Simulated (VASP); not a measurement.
# Er (Im-3m) in VASP: single point with PBEsol

Aim: the single point of Er with PBEsol.

Everything below comes from runs of VASP 6.6.1. Logs are shortened: lines on timing, memory, paths and dates and some standing lists are left out, and cuts for length are marked.

## 1. The undisturbed crystal

Symmetry: Im-3m, No. 229, cubic system. The conventional cell has a = 3.956 Å, b = 3.956 Å, c = 3.956 Å, α = 90.00°, β = 90.00°, γ = 90.00°. Er (site symmetry m-3m) has 8 Er at 3.43 Å as nearest neighbours.

This isn't the form of Er at room conditions, which is hcp.

## 2. Single point, PBEsol, collinear spin, typed start (volume scaled by 1.025)

File INCAR:

```
SYSTEM = Er
PREC = Accurate
ENCUT = 520
EDIFF = 1E-7
ISMEAR = -1
SIGMA = 0.05
LREAL = .FALSE.
LASPH = .TRUE.
NELM = 150
ALGO = Normal
ISIF = 2
LWAVE = .FALSE.
LCHARG = .FALSE.
ISPIN = 2
MAGMOM = 3
LORBIT = 11
LMAXMIX = 6
GGA = PS
NBANDS = 21
```

File KPOINTS:

```
Automatic mesh
0
G
  12 12 12
  0 0 0
```

File POSCAR:

```
Er
1.0
   -1.9942857976      1.9942857976      1.9942857976
    1.9942857976     -1.9942857976      1.9942857976
    1.9942857976      1.9942857976     -1.9942857976
Er
1
Direct
    0.0000000000      0.0000000000      0.0000000000
```

Potentials or basis: VASP PAW PBE potentials, release 64 (Er).

Launch:

```
$ cat potpaw_PBE.64/Er/POTCAR > POTCAR
$ mpirun -np 1 vasp_std > vasp.out
```

OUTCAR:

```text
SYSTEM = Er
   PREC = Accurate
   ENCUT = 520
   EDIFF = 1E-7
   ISMEAR = -1
   LREAL = .FALSE.
   LASPH = .TRUE.
   NELM = 150
   ISIF = 2
   ISPIN = 2
   LORBIT = 11
   GGA = PS

 ion  position               nearest neighbor table
   1  0.000  0.000  0.000-

  LATTYP: Found a body centered cubic cell.
 ALAT       =     3.9885715952

  Lattice vectors:

 A1 = (  -1.9942857976,   1.9942857976,   1.9942857976)
 A2 = (   1.9942857976,  -1.9942857976,   1.9942857976)
 A3 = (   1.9942857976,   1.9942857976,  -1.9942857976)

Analysis of symmetry for initial positions (statically):
=====================================================================
 Subroutine PRICEL returns:
 Original cell was already a primitive cell.

 Routine SETGRP: Setting up the symmetry group for a
 body centered cubic supercell.

 Subroutine GETGRP returns: Found 48 space group operations
 (whereof 48 operations were pure point group operations)
 out of a pool of 48 trial point group operations.

The static configuration has the point symmetry O_h .

Analysis of symmetry for dynamics (positions and initial velocities):
=====================================================================
 Subroutine PRICEL returns:
 Original cell was already a primitive cell.

 Routine SETGRP: Setting up the symmetry group for a
 body centered cubic supercell.

 Subroutine GETGRP returns: Found 48 space group operations
 (whereof 48 operations were pure point group operations)
 out of a pool of 48 trial point group operations.

The dynamic configuration has the point symmetry O_h .

Analysis of structural, dynamic, and magnetic symmetry:
=====================================================================
 Subroutine PRICEL returns:
 Original cell was already a primitive cell.

 Routine SETGRP: Setting up the symmetry group for a
 body centered cubic supercell.

 Subroutine GETGRP returns: Found 48 space group operations
 (whereof 48 operations were pure point group operations)
 out of a pool of 48 trial point group operations.

The overall configuration has the point symmetry O_h .

 Subroutine INISYM returns: Found 48 space group operations
 (whereof 48 operations are pure point group operations),
 and found     1 'primitive' translations

----------------------------------------------------------------------------------------

                                     Primitive cell

  volume of cell :      31.7265

  direct lattice vectors                    reciprocal lattice vectors
    -1.994285798  1.994285798  1.994285798     0.000000000  0.250716322  0.250716322
     1.994285798 -1.994285798  1.994285798     0.250716322  0.000000000  0.250716322
     1.994285798  1.994285798 -1.994285798     0.250716322  0.250716322  0.000000000

  length of vectors
     3.454204326  3.454204326  3.454204326     0.354566423  0.354566423  0.354566423

  position of ions in fractional coordinates (direct lattice)
     0.000000000  0.000000000  0.000000000

  ion indices of the primitive-cell ions
   primitive index   ion index
                 1           1

----------------------------------------------------------------------------------------

 KPOINTS: Automatic mesh

Automatic generation of k-mesh.
 Grid dimensions read from file:
 generate k-points for:   12   12   12

 Generating k-lattice:

  Cartesian coordinates                     Fractional coordinates (reciprocal lattice)
     0.000000000  0.020893027  0.020893027     0.083333333  0.000000000  0.000000000
     0.020893027  0.000000000  0.020893027     0.000000000  0.083333333  0.000000000
     0.020893027  0.020893027  0.000000000     0.000000000  0.000000000  0.083333333

  Length of vectors
     0.029547202  0.029547202  0.029547202

  Shift w.r.t. Gamma in fractional coordinates (k-lattice)
     0.000000000  0.000000000  0.000000000

 Subroutine IBZKPT returns following result:
 ===========================================

 Found     72 irreducible k-points:

 Following reciprocal coordinates:
            Coordinates               Weight
  0.000000  0.000000  0.000000      1.000000
  0.083333  0.000000  0.000000     12.000000
  0.166667  0.000000  0.000000     12.000000
  0.250000  0.000000  0.000000     12.000000
  0.333333  0.000000  0.000000     12.000000
  0.416667  0.000000  0.000000     12.000000
[... 16 lines left out ...]
  0.333333  0.083333  0.083333     24.000000
  0.416667  0.083333  0.083333     12.000000
 [... further k-points ...]
   k-points           NKPTS =     72   k-points in BZ     NKDIM =     72   number of bands    NBANDS=     21
   number of dos      NEDOS =    301   number of ions     NIONS =      1
   total plane-waves  NPLWV =  21952
   dimension x,y,z NGX =    28 NGY =   28 NGZ =   28
   dimension x,y,z NGXF=    56 NGYF=   56 NGZF=   56
   ions per type =               1
   NGX,Y,Z   is equivalent  to a cutoff of  13.48, 13.48, 13.48 a.u.
   NGXF,Y,Z  is equivalent  to a cutoff of  26.95, 26.95, 26.95 a.u.
 SYSTEM =  Er
   PREC   = accura    normal or accurate (medium, high low for compatibility)
   ISTART =      0    job   : 0-new  1-cont  2-samecut
   ICHARG =      2    charge: 1-file 2-atom 10-const
   ISPIN  =      2    spin polarized calculation?
   LNONCOLLINEAR =      F non collinear calculations
   LSORBIT =      F    spin-orbit coupling
   LASPH  =      T    aspherical Exc in radial PAW
   ENCUT  =  520.0 eV  38.22 Ry    6.18 a.u.   6.42  6.42  6.42*2*pi/ulx,y,z
   NELM   =    150;   NELMIN=  2; NELMDL= -5     # of ELM steps
   EDIFF  = 0.1E-06   stopping-criterion for ELM
   LREAL  =      F    real-space projection
   EDIFFG = 0.1E-05   stopping-criterion for IOM
   NSW    =      0    number of steps for IOM
   IBRION =     -1    ionic relax: 0-MD 1-quasi-New 2-CG
   NFREE  =      0    steps in history (QN), initial steepest desc. (CG)
   ISIF   =      2    stress and relaxation
   ISYM   =      2    0-nonsym 1-usesym 2-fastsym
   POTIM  = 0.5000    time-step for ionic-motion
   TEBEG  =    0.0;   TEEND  =   0.0 temperature during run
   PSTRESS=    0.0 pullay stress
   NELECT =      22.0000    total number of electrons
   NUPDOWN=      -1.0000    fix difference up-down
   EMIN   =  10.00;   EMAX   =-10.00  energy-range for DOS
   EFERMI =   0.00;   METHOD = LEGACY
   ISMEAR =    -1;   SIGMA  =   0.05  broadening in eV -4-tet -1-fermi 0-gaus
   EFERMI_NEDOS =   21; number of points for ismear=-14 and -15
   IALGO  =     38    algorithm
   IMIX   =      4    mixing-type and parameters
     AMIX     =   0.40;   BMIX     =  1.00
     AMIX_MAG =   1.60;   BMIX_MAG =  1.00
  volume/ion in A,a.u.               =      31.73       214.10
  Fermi-wavevector in a.u.,A,eV,Ry     =   1.449022  2.738255 28.567676  2.099665
  Thomas-Fermi vector in A             =   2.566796
   LORBIT       =     11    0 simple, 1 ext, 2 COOP (PROOUT), +10 PAW based schemes
   GGA     = PS    functional components
   LHFCALC =     F    Hartree Fock is set to
   AEXX    =    0.0000 exact exchange contribution
   IVDW    =     0    specifies the selected vdW correction
   LEPSILON=     F    determine dielectric tensor
   LRPA    =     F    only Hartree local field effects (RPA)
 spin polarized calculation
  energy-cutoff  :      520.00
  volume of cell :       31.73
 maximum number of plane-waves:       887
 NGX is ok and might be reduce to    28
   NGX = 13   NGY = 13   NGZ = 13

 number of electron      22.0000000 magnetization       2.2595987

 Free energy of the ion-electron system (eV)
  ---------------------------------------------------
  ext. energy  EPLUGINS =         0.00000000
  ---------------------------------------------------
  free energy    TOTEN  =        -5.35581781 eV

  energy without entropy =       -5.30170782  energy(sigma->0) =       -5.32876282

 E-fermi :   2.3017     XC(G=0): -10.1725

 val. band max:        2.3016371313   @ k =   0.2500   0.1667   0.0833
 cond. band min:       2.3030371711   @ k =  -0.4167  -0.4167   0.0833
 fundamental gap:      0.0014000398
 Fermi energy:         2.3017439228

 spin component 1

 k-point     1 :       0.0000    0.0000    0.0000
  band No.  band energies     occupation
      1     -47.1320      1.00000
      2     -20.9458      1.00000
      3     -20.9458      1.00000
      4     -20.9458      1.00000
      5      -2.9373      1.00000
      6      -0.3051      1.00000
[... 13 lines left out ...]
     20      13.5867      0.00000
     21      21.0923      0.00000

 k-point     2 :       0.0833    0.0000    0.0000
  band No.  band energies     occupation
      1     -47.1291      1.00000
      2     -20.9879      1.00000
      3     -20.9589      1.00000
      4     -20.9460      1.00000
      5      -2.7388      1.00000
      6      -0.3025      1.00000
[... 13 lines left out ...]
     20      14.1889      0.00000
     21      19.2034      0.00000

 k-point     3 :       0.1667    0.0000    0.0000
  band No.  band energies     occupation
      1     -47.1211      1.00000
      2     -21.1007      1.00000
      3     -20.9944      1.00000
      4     -20.9465      1.00000
      5      -2.1756      1.00000
      6      -0.2954      1.00000
[... 13 lines left out ...]
     20      15.2689      0.00000
     21      17.6506      0.00000
[... 457 lines left out ...]
 k-point    23 :       0.3333    0.0833    0.0833
  band No.  band energies     occupation
      1     -47.0902      1.00000
      2     -21.4702      1.00000
      3     -21.1437      1.00000
      4     -20.9862      1.00000
      5      -0.2564      1.00000
      6      -0.2124      1.00000
[... 13 lines left out ...]
     20      14.3379      0.00000
     21      18.5388      0.00000

 k-point    24 :       0.4167    0.0833    0.0833
  band No.  band energies     occupation
      1     -47.0876      1.00000
      2     -21.4952      1.00000
      3     -21.1629      1.00000
      4     -20.9873      1.00000
      5      -0.2534      1.00000
      6      -0.2011      1.00000
[... 13 lines left out ...]
     20      13.9445      0.00000
     21      19.0149      0.00000

 [... further k-points ...]

 spin component 2

 k-point     1 :       0.0000    0.0000    0.0000
  band No.  band energies     occupation
      1     -46.0996      1.00000
      2     -20.2178      1.00000
      3     -20.2178      1.00000
      4     -20.2178      1.00000
      5      -3.0024      1.00000
      6       1.6866      1.00000
[... 13 lines left out ...]
     20      13.5922      0.00000
     21      21.0955      0.00000

 k-point     2 :       0.0833    0.0000    0.0000
  band No.  band energies     occupation
      1     -46.0964      1.00000
      2     -20.2640      1.00000
      3     -20.2319      1.00000
      4     -20.2180      1.00000
      5      -2.8003      1.00000
      6       1.6720      1.00000
[... 13 lines left out ...]
     20      14.2157      0.00000
     21      19.2097      0.00000

 k-point     3 :       0.1667    0.0000    0.0000
  band No.  band energies     occupation
      1     -46.0876      1.00000
      2     -20.3878      1.00000
      3     -20.2703      1.00000
      4     -20.2188      1.00000
      5      -2.2280      1.00000
      6       1.6371      1.00000
[... 13 lines left out ...]
     20      15.3664      0.00000
     21      17.6113      0.00000
[... 457 lines left out ...]
 k-point    23 :       0.3333    0.0833    0.0833
  band No.  band energies     occupation
      1     -46.0536      1.00000
      2     -20.7908      1.00000
      3     -20.4327      1.00000
      4     -20.2630      1.00000
      5       0.5163      1.00000
      6       1.5601      1.00000
[... 13 lines left out ...]
     20      14.4952      0.00000
     21      18.5442      0.00000

 k-point    24 :       0.4167    0.0833    0.0833
  band No.  band energies     occupation
      1     -46.0507      1.00000
      2     -20.8181      1.00000
      3     -20.4534      1.00000
      4     -20.2643      1.00000
      5       0.7251      1.00000
      6       1.5544      1.00000
[... 13 lines left out ...]
     20      14.1172      0.00000
     21      18.9694      0.00000

 [... further k-points ...]

------------------------ aborting loop because EDIFF is reached ----------------------------------------

  FORCE on cell =-STRESS in cart. coord.  units (eV):
  Direction    XX          YY          ZZ          XY          YZ          ZX
  --------------------------------------------------------------------------------------
  -------------------------------------------------------------------------------------
  Total       -0.0964741     -0.0964741     -0.0964741     -0.0000000      0.0000000      0.0000000
  in kB       -4.8719108     -4.8719108     -4.8719108     -0.0000000      0.0000000      0.0000000
  external PRESSURE =      -4.8719108 kB  Pullay stress =       0.0000000 kB

 VOLUME and BASIS-vectors are now :
 -----------------------------------------------------------------------------
  energy-cutoff  :      520.00
  volume of cell :       31.73
      direct lattice vectors                 reciprocal lattice vectors
    -1.994285798  1.994285798  1.994285798     0.000000000  0.250716322  0.250716322
     1.994285798 -1.994285798  1.994285798     0.250716322  0.000000000  0.250716322
     1.994285798  1.994285798 -1.994285798     0.250716322  0.250716322  0.000000000

 POSITION                                       TOTAL-FORCE (eV/Angst)
 -----------------------------------------------------------------------------------
      0.00000      0.00000      0.00000         0.000000     -0.000000      0.000000
 -----------------------------------------------------------------------------------
    total drift:                               -0.000000     -0.000000     -0.000000

  FREE ENERGIE OF THE ION-ELECTRON SYSTEM (eV)
  ---------------------------------------------------
  free  energy   TOTEN  =        -5.3558178135 eV

  energy  without entropy=       -5.3017078177  energy(sigma->0) =       -5.32876282

 total charge

# of ion       s       p       d       f       tot
--------------------------------------------------
    1        2.137   5.745   0.363  11.388  19.633

 magnetization (x)

# of ion       s       p       d       f       tot
--------------------------------------------------
    1        0.003  -0.028  -0.019   2.395   2.351
```

It took 2.6 min on 1 thread of Intel Xeon 6975P-C (Granite Rapids), shared host; peak memory 0.24 GiB.

What came out:

| Item | Value |
| --- | --- |
| Free energy | -5.3558 eV |
| Pressure | -0.5 GPa |
| Band gap on the k mesh | none (metal or under the smearing width) |
| Net moment | 2.26 μB per cell |
| Site moments | Er +2.35 μB |
| Valence electrons inside the program's atomic spheres | Er 19.63 |

Caveat: the magnetic or orbital state may not be the lowest; the PAW data sets were made with another functional, which shifts forces and pressure a little; spin-orbit coupling is left out, which moves the levels of the heavy elements.
